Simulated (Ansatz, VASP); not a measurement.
Te2Mo: VASP beside Ansatz

Contents of INCAR:

```
ALGO = Normal
EDIFF = 1E-6
ENCUT = 520
GGA = CA
GGA_COMPAT = False
ISIF = 2
ISMEAR = 0
LASPH = True
LCHARG = False
LMAXMIX = 4
LNONCOLLINEAR = True
LORBIT = 11
LORBMOM = True
LREAL = False
LSORBIT = True
LWAVE = False
MAGMOM = 0 0 0 0 0 0 0 0 0
NBANDS = 39
NELM = 150
PREC = Accurate
SIGMA = 0.03
```

KPOINTS

```
k-points
0
Gamma
  12 12 1
```

File POSCAR:

```
Te2Mo
1.0
    3.5182000000      0.0000000000      0.0000000000
   -1.7591000000      3.0468505756      0.0000000000
    0.0000000000      0.0000000000     18.0000000000
Mo Te
1 2
Direct
    0.0000000000      0.0000000000      0.5000000000
    0.3333333333      0.6666666667      0.5996087768
    0.3333333333      0.6666666667      0.4003912232
```

Input for Ansatz:

```yaml
crystal:
  lattice:
    - [3.5182, 0.0, 0.0]
    - [-1.7591, 3.0468505756, 0.0]
    - [0.0, 0.0, 18.0]
  atoms:
    - { symbol: Mo, position: [0.0, 0.0, 0.5] }
    - { symbol: Te, position: [0.3333333333, 0.6666666667, 0.5996087768] }
    - { symbol: Te, position: [0.3333333333, 0.6666666667, 0.4003912232] }
scf:
  occupations: { method: gaussian, width: 0.03 }
output:
  eigenstates:
    kpoints:
      - [0.0, 0.0, 0.0]
      - [0.02, 0.02, 0.0]
      - [0.04, 0.04, 0.0]
      - [0.06, 0.06, 0.0]
      - [0.08, 0.08, 0.0]
      - [0.1, 0.1, 0.0]
      - [0.12, 0.12, 0.0]
      - [0.14, 0.14, 0.0]
      - [0.16, 0.16, 0.0]
      - [0.18, 0.18, 0.0]
      - [0.2, 0.2, 0.0]
      - [0.22, 0.22, 0.0]
      - [0.24, 0.24, 0.0]
      - [0.26, 0.26, 0.0]
      - [0.28, 0.28, 0.0]
      - [0.3, 0.3, 0.0]
      - [0.32, 0.32, 0.0]
      - [0.34, 0.34, 0.0]
      - [0.36, 0.36, 0.0]
      - [0.38, 0.38, 0.0]
      - [0.4, 0.4, 0.0]
      - [0.42, 0.42, 0.0]
      - [0.44, 0.44, 0.0]
      - [0.46, 0.46, 0.0]
      - [0.48, 0.48, 0.0]
      - [0.5, 0.5, 0.0]
      - [0.323333, 0.323333, 0.0]
      - [0.325333, 0.325333, 0.0]
      - [0.327333, 0.327333, 0.0]
      - [0.329333, 0.329333, 0.0]
      - [0.331333, 0.331333, 0.0]
      - [0.333333, 0.333333, 0.0]
      - [0.335333, 0.335333, 0.0]
      - [0.337333, 0.337333, 0.0]
      - [0.339333, 0.339333, 0.0]
      - [0.341333, 0.341333, 0.0]
      - [0.343333, 0.343333, 0.0]
      - [0.336833, 0.329833, 0.0]
      - [0.340333, 0.326333, 0.0]
      - [0.343833, 0.322833, 0.0]
      - [0.347333, 0.319333, 0.0]
      - [0.350833, 0.315833, 0.0]
      - [0.01, 0.01, 0.0]
      - [0.03, 0.03, 0.0]
      - [0.05, 0.05, 0.0]
      - [0.01, 0.0, 0.0]
      - [0.02, 0.0, 0.0]
      - [0.03, 0.0, 0.0]
      - [0.04, 0.0, 0.0]
      - [0.05, 0.0, 0.0]
      - [0.06, 0.0, 0.0]
      - [0.07, 0.0, 0.0]
hamiltonian:
  xc: lda
kpoints:
  mp_grid: { grid: [12, 12, 1] }
magnetization:
  noncollinear: true
  spin_orbit: true
```

Alike in both runs: task single point; functional LDA; k mesh 12 × 12 × 1; occupations gaussian, width 0.03 eV; non-collinear spin, spin-orbit coupling.

|  | VASP | Ansatz |
| --- | --- | --- |
| version | VASP 6.6.1 | Ansatz 0.2.0 |
| potentials or method | VASP PAW LDA potentials, release 64 (Mo_sv, Te) | plane waves, PAW |
| plane-wave cutoff (eV) | 520 | 420 |
| valence electrons in the cell | 26 | 46 |

```csv
,VASP,Ansatz,Ansatz less VASP
gap on the k mesh at the Fermi level (eV),0.99,0.99,-0.003
least direct gap on the mesh (eV),0.99,0.99,-0.003
net moment per atom (μB),0.00,0.00,0.000
```

The two sets of potentials don't hold the same shells in valence.
